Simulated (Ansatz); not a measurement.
The system is GaN.

```xyz
2
Lattice="0.0000 2.1352 2.1352 2.1352 0.0000 2.1352 2.1352 2.1352 0.0000" Properties=species:S:1:pos:R:3 pbc="T T T"
Ga    0.0000    0.0000    0.0000
N     2.1352    2.1352    2.1352
```

Measurements of this composition are mostly on another form, of space group No. 186.

Below is the output of Ansatz 0.2.0 for this cell. Logs are shortened: lines on timing, memory, paths and dates and some standing lists are left out, and cuts for length are marked.

```text
Warning: RAYON_NUM_THREADS=2 ignored (pool sized by the plan → 2); use --threads N
Engine: ansatz 0.2.0, x86_64-unknown-linux-gnu
Pseudopotentials: kind: paw
Pseudopotential: Ga, paw, valence charge 13, recommended cutoff 420 eV (normal), Ga.paw.azcp
Pseudopotential: N, paw, valence charge 5, recommended cutoff 420 eV (normal), N.paw.azcp
Functional definition: PBE
  parameter kappa = 0.804
  parameter beta = 0.06672455060314922
  exchange = pbe_x(kappa = kappa, mu = beta*pi^2/3)
  correlation = pbe_c(beta = beta)
Crystal: 2 atoms, lattice volume = 19.470 Å³
Basis set: ecut = 420 eV, 339 PW (Γ), exchange–correlation on 48×48×48 points (8 copies of the dense FFT grid, shifted against one another)
Bands: 13, of which v1, the nominal top of the filled ones, is band 9 counted from 1 (8 counted from 0)
Symmetry: 48 space group operations
Space group: Fm-3m (ITA 225), of the structure as read, at distance tolerance 2.7e-5 Å
k-points: 56 of 1331
Non-local potential: Ga, projectors of the file, l = 0: 2, l = 1: 2, l = 2: 3, l = 3: 1
Non-local potential: N, projectors of the file, l = 0: 2, l = 1: 2, l = 2: 1
PAW form: soft (Blöchl's): semilocal exchange-correlation on the pseudo side does not see the compensation charge
PAW one-centre angular grid: Ga, 590 points (default); XC on 64 Gauss nodes
PAW one-centre angular grid: N, 110 points (default); XC on 64 Gauss nodes
Initial density: superposition of atomic densities (neutral atoms: chi_scale 0, normalization atom), corrected by the library's trained network
Initial wavefunctions: pseudopotential atomic-orbital guess
Functional: x = pbe(κ = 0.804, μ = 0.2195149727645171), c = pbe(β = 0.06672455060314922)
SCF iter   1: F=—  HF=-4166.962873 eV  |F-HF|=—  |Δ(HF+E_count)|=         —  Δρ=2.40e-3  dr2=3.88e-4  ethr=1.77e-3  ⟨swp⟩=4.5  Hψ=3731  notcnv=0
preconditioner: auto → none  [insulator: Δε(μ)=0.556 eV  Ē_g=19.091 eV  σ=0.029 eV  W_gap=1.00  n_scr=8 (ndim 8)  ℏωp=35.7 eV  f_vac=0.000  D(μ)=0.00/eV (n_scr^D=0)  ε∞_Penn≈4.5]
SCF iter   2: F=—  HF=-4166.962878 eV  |F-HF|=—  |Δ(HF+E_count)|=   5.00e-6  Δρ=1.19e-3  dr2=8.48e-5  ethr=2.15e-6  ⟨swp⟩=2.1  Hψ=1608  notcnv=0
SCF iter   3: F=—  HF=-4166.962932 eV  |F-HF|=—  |Δ(HF+E_count)|=   5.45e-5  Δρ=1.10e-4  dr2=8.89e-7  ethr=4.71e-7  ⟨swp⟩=2.1  Hψ=1226  notcnv=0
SCF iter   4: F=—  HF=-4166.962932 eV  |F-HF|=—  |Δ(HF+E_count)|=   2.12e-7  Δρ=3.88e-5  dr2=1.61e-7  ethr=4.94e-9  ⟨swp⟩=2.0  Hψ=1212  notcnv=0
iter 5 did not close the SCF: its close was put off for the readings that it lacked (scf_convergence_deferred on its scf_iter line)
SCF iter   5: F=-4166.962932 eV  HF=-4166.962932 eV  |F-HF|=2.04e-9  |Δ(HF+E_count)|=   1.56e-7  Δρ=1.01e-5  dr2=7.54e-9  ethr=8.93e-10  ⟨swp⟩=2.1  Hψ=1209  notcnv=0
SCF iter   6: F=-4166.962932 eV  HF=-4166.962932 eV  |F-HF|=1.06e-10  |Δ(HF+E_count)|=   3.44e-9  Δρ=1.12e-6  dr2=1.15e-10  ethr=4.19e-11  ⟨swp⟩=4.6  Hψ=3467  notcnv=0
SCF 1 converged in 6 iterations: F = -4166.962932 eV  dr2 = 1.15e-10
  greatest PAW one-centre occupation: 0.997 electrons in one spin orbital (limit 2), on the Ga atom at site 0 (counted from 0), in its partial waves of l = 2
SCF converged after 6 iterations
Free energy (F): -4166.962932 eV
Harris-Foulkes:  -4166.962932 eV  (|F-HF|=1.06e-10)
Internal energy: -4166.962932 eV  (E = F + TS)
E sigma→0 (E₀):  -4166.962932 eV
Fermi energy:    12.922069 eV
--- Per-component energies (eV) ---
  E_band       = 38.542957
  E_kinetic    = 246.875575
  E_local      = -1692.667369  (includes V_loc(G=0)·N_el)
  E_nonlocal   = 477.001373
  E_hartree    = 792.276096
  E_xc         = -128.120871
  E_vxc        = -133.479775  (∫ρ·V_xc dr)
  E_paw        = -2123.890688  (= ΣΔE_a)
  E_vpaw       = -443.738889  (= ΣTr[D̂ρ^β])
  E_aug_tail   = -0.000168  (compensation charges beyond the density's cutoff)
  E_ewald      = -1738.436881
  E_smearing   = -0.000000  (= −TS)
  E_closure    = -0.000000  (closes the sum)
  Σ components = -4166.962932   (vs F -4166.962932, Δ=0.00e0)
--- Forces (eV/Å), atoms counted from 1 ---
  atom   1  Ga    -0.00000000     0.00000000     0.00000000
  atom   2  N      0.00000000    -0.00000000    -0.00000000
  max |Σ_I F_I| component: 1.02e-29 eV/Å
--- Stress (GPa, compression-positive) ---
       -0.336950      -0.000000      -0.000000
        0.000000      -0.336950       0.000000
        0.000000      -0.000000      -0.336950
  P = ⅓ Tr σ = -0.3369 GPa (-3.369 kbar)
--- Band table (eV; the first three rows and the last of 56) ---
  k-point 0: bands = ["-4.3541", "-1.4234", "-1.4234", "-1.4234", "-1.3357", "-1.3357", "12.1581", "12.1581", "12.1581", "14.5208", "27.0846", "27.0846", "27.0846"]
  k-point 1: bands = ["-4.1985", "-1.4289", "-1.4156", "-1.4156", "-1.3457", "-1.3457", "11.1055", "12.1728", "12.1728", "15.4009", "24.9568", "26.3801", "26.3801"]
  k-point 2: bands = ["-3.7451", "-1.4428", "-1.4259", "-1.4259", "-1.3402", "-1.3402", "9.3108", "12.2218", "12.2218", "16.6232", "22.9781", "24.8351", "24.8351"]
  k-point 55: bands = ["-2.6761", "-1.4489", "-1.3943", "-1.3845", "-1.1740", "1.2464", "7.1810", "7.2690", "8.8483", "17.3874", "21.7730", "22.9993", "23.1257"]
```

Question: What input gives this log?

Answer: Single point with PBE, no spin polarisation. The files as run (others can give the same):

input.yaml
```yaml
crystal:
  lattice:
    - [0.0, 2.135235, 2.135235]
    - [2.135235, 0.0, 2.135235]
    - [2.135235, 2.135235, 0.0]
  atoms:
    - { symbol: Ga, position: [0.0, 0.0, 0.0] }
    - { symbol: "N", position: [0.5, 0.5, 0.5] }
hamiltonian:
  xc: pbe
  pseudopotentials: { kind: paw }
kpoints:
  mp_grid: { grid: [11, 11, 11] }
scf:
  occupations: { method: gaussian, width: 0.029 }
output:
  forces: true
  stress: true
  eigenvalues: true
  write_density: true
  write_potential: true
  elf: true
  volumetric_format: npy
```

Potentials or basis: Ansatz PAW.
Launch:
```sh
$ ansatz run input.yaml --threads 2 --pin off --max-ram 5632MiB --backend cpu --events-out ev --progress --plain --runs-dir out
```

Caveat: odd divisions of the mesh miss points on the zone boundary, where band edges often lie, so the gap on the mesh can be too wide; the pressure holds a Pulay correction of +0.6 GPa for the finite cutoff.
